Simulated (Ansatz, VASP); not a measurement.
AlN in VASP and in Ansatz

```xyz
4
Lattice="1.8310 -2.1057 0.0000 1.8310 2.1057 0.0000 0.0000 0.0000 4.3945" Properties=species:S:1:pos:R:3 pbc="T T T"
Al    0.0000   -0.0818    0.0869
Al    1.8310   -0.0844    2.2842
N     0.0000   -0.0824    2.0751
N     1.8310   -0.0837    4.2724
```

Alike in both runs: functional PBEsol; k mesh 9 × 9 × 7; no spin polarisation.

Ansatz relaxed the structure, and its values are those at the end. VASP's run is a single point on that final structure, the one shown.

|  | VASP | Ansatz |
| --- | --- | --- |
| version | VASP 6.6.1 | Ansatz 0.2.0 |
| potentials or method | VASP PAW PBE potentials, release 64 (Al, N) | scalar-relativistic, plane waves, PAW |
| plane-wave cutoff (eV) | 520 | 520 |
| occupations | gaussian, width 0.01 eV | fixed |
| valence electrons in the cell | 16 | 16 |

VASP gave:

| Item | Value |
| --- | --- |
| gap on the k mesh at the Fermi level (eV) | 3.82 |
| least direct gap on the mesh (eV) | 4.66 |
| pressure (GPa) | 10.0 |

Problem. Which values does Ansatz return?

Solution. gap on the k mesh at the Fermi level (eV): 3.83; least direct gap on the mesh (eV): 4.64; pressure (GPa): 10.0.

Caveats: the PAW data sets were made with another functional, which shifts forces and pressure a little (VASP); an odd mesh through Γ misses points on the zone boundary, where band edges often lie. As with any semilocal functional, this PBEsol gap is likely too small.
